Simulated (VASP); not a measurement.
The system is Ca.

```xyz
1
Lattice="-2.1905 2.1905 2.1905 2.1905 -2.1905 2.1905 2.1905 2.1905 -2.1905" Properties=species:S:1:pos:R:3 pbc="T T T"
Ca    0.0000    0.0000    0.0000
```

This isn't the form of Ca at room conditions, which is fcc.

| Property | Result |
| --- | --- |
| Program | VASP 6.6.1 |
| Task | relaxation of cell and atoms |
| Functional | PBEsol |
| Potentials or basis | VASP PAW PBE potentials, release 64 (Ca_sv) |
| Cutoff | 600 eV |
| k mesh | 14 × 14 × 14 |
| Occupations | gaussian, width 0.1 eV |
| Spin | no spin polarisation |

At the start: pressure -0.6 GPa; volume 42.04 Å³/atom.

**Question.** Where does the relaxation end?

**Answer.** Over 3 steps the energy falls by 3.1 meV/atom and the volume is 40.46 Å³/atom (-3.8 %); space group Im-3m (No. 229, to 0.05 Å).

Step by step:
```tsv
step	energy change (eV)	largest force (eV/Å)	pressure (GPa)	volume (Å³)
1	0.0000	0.0000	-0.60	42.04
2	-0.0026	0.0000	-0.25	41.08
3	-0.0031	0.0000	-0.01	40.46
```

Final structure:
```
Ca
1.0
    -2.16274    2.16274    2.16274
     2.16274   -2.16274    2.16274
     2.16274    2.16274   -2.16274
Ca
1
Direct
  0.00000 0.00000 0.00000
```

Caveat: the PAW data sets were made with another functional, which shifts forces and pressure a little.
